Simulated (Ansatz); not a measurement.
HfS2, CdI2 type, relaxed with r2SCAN+rVV10, was run in Ansatz 0.2.0 under altered settings. All numbers are computed, without spin polarisation but where a row says otherwise.

```yaml
crystal:
  lattice:
    - [3.63030, 0.00000, 0.00000]
    - [-1.81515, 3.14393, 0.00000]
    - [0.00000, 0.00000, 5.87836]
  atoms:
    - { symbol: Hf, position: [0.00000, 0.00000, 0.00000] }
    - { symbol: S, position: [0.33333, 0.66667, 0.24463] }
    - { symbol: S, position: [0.66667, 0.33333, 0.75537] }
```

The base run's other keys:
```yaml
kpoints:
  mp_grid: { grid: [6, 6, 4] }
hamiltonian:
  xc: r2scan
scf:
  occupations: { method: fixed }
  n_extra_bands: 4
```

It takes 8 iterations with 1737 plane waves at 500 eV and 24 k points, and leaves a mean stress of +1.04 GPa. The gap over this mesh is 1.356 eV. It ran on 4 threads of Arm Neoverse V2, with other jobs on the host.

Outcomes, with energy and stress as changes against the base:
```tsv
setting	outcome	ΔF (meV/atom)	Δ mean stress (GPa)	gap on the mesh (eV)	iterations	wall time
kpoints.mp_grid.grid: [2, 2, 2]	converged	+351	+3.79	1.141	7	0.85 s
kpoints.mp_grid.shift: [0, 0, 0.5]	converged	0.0	0.00	1.528	8	1.5 s
basis.ecutwfc: 300	converged, warned	+50	+0.12	1.347	7	1 s
scf.occupations: gaussian 0.001	converged	0.0	0.00	1.356	8	1.7 s
scf.occupations: cold 0.05	converged	0.0	0.00	1.356	8	1.8 s
basis.ecutwfc: 750	converged	-0.9	0.00	1.357	8	2.6 s
crystal.symmetry.detect: false	converged	0.0	0.00	1.356	8	7.7 s
scf.occupations: cold 0.2	converged	0.0	0.00	1.356	8	1.7 s
basis.ecutwfc: 500	converged	0.0	0.00	1.356	8	1.7 s
kpoints.mp_grid.grid: [4, 4, 4]	converged	+19.4	+0.31	1.336	7	1.2 s
basis.ecutwfc: 350	converged, warned	+4.5	+0.04	1.354	7	1 s
scf.mixing.preconditioner: resta	converged	0.0	0.00	1.356	8	1.7 s
basis.ecutwfc: 120	converged, warned	+39661	-23.39	0.252	9	0.59 s
```
A dash marks a value that wasn't obtained or can't be compared. Stress is positive in compression. The base took 1.7 s.

- kpoints.mp_grid.grid: [2, 2, 2]. The free energy moves by +351 meV an atom, the mean stress by +3.79 GPa and the gap on the mesh by -0.216 eV (to 1.141). The mesh is too coarse.
- kpoints.mp_grid.shift: [0, 0, 0.5]. The free energy moves by 0.0 meV an atom, the mean stress by 0.00 GPa and the gap on the mesh by +0.172 eV (to 1.528). The gap changes mostly because other points are sampled; a mesh that misses a band edge overestimates it.
- basis.ecutwfc: 300. 785 plane waves in place of 1737. The free energy moves by +50 meV an atom, the mean stress by +0.12 GPa and the gap on the mesh by -0.009 eV (to 1.347). The basis is too small: these are errors of the cutoff. Warned: cutoff below recommended.
- basis.ecutwfc: 350. 989 plane waves in place of 1737. The free energy moves by +4.5 meV an atom, the mean stress by +0.04 GPa and the gap on the mesh by -0.003 eV (to 1.354). The basis is too small: these are errors of the cutoff. Warned: cutoff below recommended.
- basis.ecutwfc: 120. 197 plane waves in place of 1737. The free energy moves by +39661 meV an atom, the mean stress by -23.39 GPa and the gap on the mesh by -1.105 eV (to 0.252). The basis is too small: these are errors of the cutoff. Warned: cutoff below recommended.

Within 1 meV an atom, 0.1 GPa and 0.005 eV of the base stay: scf.occupations: gaussian 0.001; scf.occupations: cold 0.05; basis.ecutwfc: 750; crystal.symmetry.detect: false; scf.occupations: cold 0.2; basis.ecutwfc: 500; scf.mixing.preconditioner: resta.

Spin-orbit coupling is left out, which matters wherever the heavy atoms make up the band edges.
